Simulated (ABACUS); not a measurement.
Ag:

```
Ag
1.0
     0.00000    2.04275    2.04275
     2.04275    0.00000    2.04275
     2.04275    2.04275    0.00000
Ag
1
Direct
  0.00000 0.00000 0.00000
```

- Program: ABACUS 3.10.1
- Task: relaxation of cell and atoms
- Functional: BLYP
- Potentials or basis: PseudoDojo NC SR 0.5 PBE stringent
- Cutoff: 1116 eV
- Density cutoff: 4463 eV
- Basis: plane waves
- k mesh: 9 × 9 × 9
- Occupations: fermi-dirac, width 0.05 eV
- Spin: no spin polarisation

At the start: pressure 11.8 GPa; volume 17.05 Å³/atom.

Question: How do energy, volume and symmetry change on relaxing?

Answer: Over 3 steps the energy falls by 64.4 meV/atom and the volume is 18.97 Å³/atom (+11.3 %); space group Fm-3m (No. 225, to 0.05 Å).

The path:
```csv
step,energy change (eV),largest force (eV/Å),pressure (GPa),volume (Å³)
1,0.0000,0.0000,11.84,17.05
2,-0.0349,0.0000,-5.97,20.48
3,-0.0644,0.0000,-0.01,18.97
```

Final structure:
```
CELL_PARAMETERS angstrom
0.00000 2.11697 2.11697
2.11697 0.00000 2.11697
2.11697 2.11697 0.00000
ATOMIC_POSITIONS crystal
Ag 0.00000 0.00000 0.00000
```

Caveat: the potentials were made for another functional, which shifts forces and pressure; the volume moved by +11 % from the deposited cell, more than functionals usually miss.
